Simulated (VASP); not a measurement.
Here is a VASP 6.6.1 calculation.

INCAR

```
PREC = Accurate
ENCUT = 520
EDIFF = 1E-6
ISMEAR = 0
SIGMA = 0.02
LREAL = False
LASPH = True
NELM = 60
ALGO = Normal
ISIF = 2
LWAVE = False
LCHARG = False
LOPTICS = True
NBANDS = 72
NEDOS = 1000
CSHIFT = 0.1
```

The input KPOINTS:

```
regular mesh
0
Gamma
  5 3 7
```

File POSCAR:

```
Al2O3
1.0
    4.6137770000      0.0000000000      0.0000000000
    0.0000000000      9.5632790000      0.0000000000
    0.0000000000      0.0000000000      3.1198620000
Al O
4 6
Direct
    0.9829750000      0.8245730000      0.0000000000
    0.0170250000      0.1754270000      0.0000000000
    0.4829750000      0.6754270000      0.5000000000
    0.5170250000      0.3245730000      0.5000000000
    0.5000000000      0.5000000000      0.5000000000
    0.1236350000      0.7530500000      0.5000000000
    0.3763650000      0.2530500000      0.0000000000
    0.6236350000      0.7469500000      0.0000000000
    0.0000000000      0.0000000000      0.0000000000
    0.8763650000      0.2469500000      0.5000000000
```

Potentials or basis: VASP PAW LDA potentials, release 64 (Al, O).

Command:

```sh
$ cat potpaw_LDA.64/Al/POTCAR potpaw_LDA.64/O/POTCAR > POTCAR
$ mpirun -np 1 vasp_std > vasp.out
```

**Question.** What does it give for the largest force?

**Answer.** 0.194 eV/Å.

**Question.** Predict the pressure.

**Answer.** -5.9 GPa.

**Question.** Predict the band gap on the k mesh.

**Answer.** 3.35 eV, direct.

Forces on the atoms (eV/Å):
```
Al  -0.078 -0.056  0.000
Al   0.078  0.056  0.000
Al  -0.078  0.056  0.000
Al   0.078 -0.056  0.000
O    0.000  0.000  0.000
O    0.193  0.016  0.000
O   -0.193  0.016  0.000
O    0.193 -0.016  0.000
O    0.000  0.000  0.000
O   -0.193 -0.016  0.000
```

Caveat: an odd mesh through Γ misses points on the zone boundary, where band edges often lie.
